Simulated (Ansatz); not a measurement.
## Squeezing and stretching Mo3Se4

Reference cell: a structure deposited in the COD, ions relaxed with PBE at fixed cell.

Space group R-3:H (No. 148); a = 9.5450, c = 11.2100 Å, γ = 120.00°.

| site | Wyckoff | site symmetry | x | y | z |
| --- | --- | --- | --- | --- | --- |
| Mo | 18f | 1 | 0.8288 | 0.8484 | 0.3944 |
| Se7 | 18f | 1 | 0.9615 | 0.6705 | 0.4181 |
| Se13 | 6c | 3. | 0.0000 | 0.0000 | 0.2138 |

One atom of each set is listed; the run and its k-mesh use a cell of 14 atoms with edges of 6.66, 6.66, 6.66 Å.

Level of theory: DFT, PBE, plane waves and PAW, scalar-relativistic, 420 eV cutoff, Γ-centred 6×6×6 k-points, Fermi–Dirac smearing 0.05 eV (Ansatz 0.2.0).

The cell is scaled uniformly, and the ions relax again at each size.

| V/V₀ | pressure (GPa) |
| --- | --- |
| 0.94 | 6.4 |
| 0.96 | 4.7 |
| 0.98 | 3.3 |
| 1.00 | 2.1 |
| 1.02 | 1.0 |
| 1.04 | 0.2 |
| 1.06 | ? |

Problem. Estimate the row at V/V₀ = 1.06 and the bulk modulus.

Solution. pressure (GPa): -0.3. Worked: a parabola in ln(V/V₀) through the other 6 rows gives -0.4 GPa there. It crosses zero pressure at V/V₀ = 1.046, the equilibrium volume of this functional, where the bulk modulus is B = −dP/d ln V = 36 GPa. The shape of the cell is held, so in this non-cubic crystal both values are those of uniform scaling, and B is an upper bound to the hydrostatic one.
